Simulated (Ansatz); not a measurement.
`F/C=C(\F)CF` + `FC(F)F` → `FC/C(F)=C\C(F)(F)F` + H–F  (formal exchange of groups at a C–F bond)

Calculated with Ansatz (gas phase, PBE0-D4/def2-TZVP geometries, no zero-point term in ΔE). CCSD(T)/CBS is the MP2 limit (def2-TZVPP, def2-QZVPP) plus CCSD(T) − MP2 in def2-TZVPP, frozen cores. This one scheme is used for every species. Double bonds are as drawn, so ΔE can hold a change between cis and trans. Functionals use def2-TZVPP. Each species was taken in one conformer, which may not be the lowest.

```
    level  ΔE (kJ/mol)
r2SCAN-D4        -59.1
 BHLYP-D4        -53.5
  ωB97M-V        -61.0
  r2SCANh        -57.6
```

Task: What does CCSD(T)/CBS give? (An estimate is asked.)

Result: Ansatz gave: -68.5 kJ/mol. The listed levels differ from it by 9.4, 15.0, 7.5, 10.9 kJ/mol.

Task: What do rigid-rotor, harmonic-oscillator terms from PBE0-D4/def2-TZVP frequencies (298.15 K, 1 bar) make of the CCSD(T)/CBS value? (An estimate is asked.)

Result: Computed: ΔZPE = -8.5 kJ/mol, ΔH = -73.0 kJ/mol, ΔS = -18 J/(mol·K), ΔG = -67.7 kJ/mol. Modes under 50 cm⁻¹ make the entropy rough.

Largest T1 diagnostic among the species: 0.012.

At CCSD(T), def2-SVP lies +13.7 kJ/mol from the extrapolated value and def2-TZVPP +4.1 kJ/mol. In def2-TZVPP, CCSD(T) changes the Hartree–Fock value by −27.8 kJ/mol (the triples alone add −3.8 kJ/mol) and MP2 by −36.4 kJ/mol.

CCSD(T)/CBS has its own doubt, a few kJ/mol and more with outer-core shells, so smaller differences from it don't rank the levels.
